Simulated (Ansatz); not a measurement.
Te2Mo under changes of volume

One of the cells (133.495 Å³/atom); the others are scaled copies at fixed shape and fractional positions:

```
Te Mo
1.0
     6.36161    0.00000    0.00000
     0.00000    3.48040    0.00000
    -0.08574    0.00000   36.17589
Te Mo
4 2
Direct
  0.42925 0.75000 0.54070
  0.57075 0.25000 0.45930
  0.92085 0.25000 0.55653
  0.07915 0.75000 0.44347
  0.18135 0.25000 0.49747
  0.81865 0.75000 0.50253
```

```yaml
Program: Ansatz 0.2.0
Functional: BLYP
Dispersion: D3(BJ)
Potentials_or_basis: Ansatz PAW
Cutoff: "420 eV (not typed: the program's choice for these potentials)"
k_mesh: 4 × 8 × 1
Occupations: fermi-dirac, width 0.05 eV
Spin: no spin polarisation
```

| volume (Å³/atom) | energy over the lowest point (meV/atom) | largest force (eV/Å) |
| --- | --- | --- |
| 125.485 | 43.47 | 1.573 |
| 128.155 | 21.85 | 1.167 |
| 130.825 | 7.91 | 0.794 |
| 133.495 | 0.86 | 0.449 |
| 136.165 | 0.00 | 0.133 |
| 138.835 | ? | ? |
| 141.505 | 14.32 | 0.431 |

What does the run at 138.835 Å³/atom give?

Energy over the lowest point 4.68 meV/atom; largest force 0.162 eV/Å.

Worked out: A Birch-Murnaghan fit of order 3 (a polynomial in V^(-2/3)) to the other rows has its minimum at 135.22 Å³/atom with B0 = V·E''(V) = 17.5 GPa and B' = 4.5 at fixed shape and positions, which overstates the stiffness. It gives 4.67 meV/atom at 138.835 Å³/atom, against the run's 4.68.

Energies are extrapolated to zero smearing.

Caveats: the PAW data sets come from PBE, with cores solved anew for the run's functional, which leaves a small shift of forces and pressure.
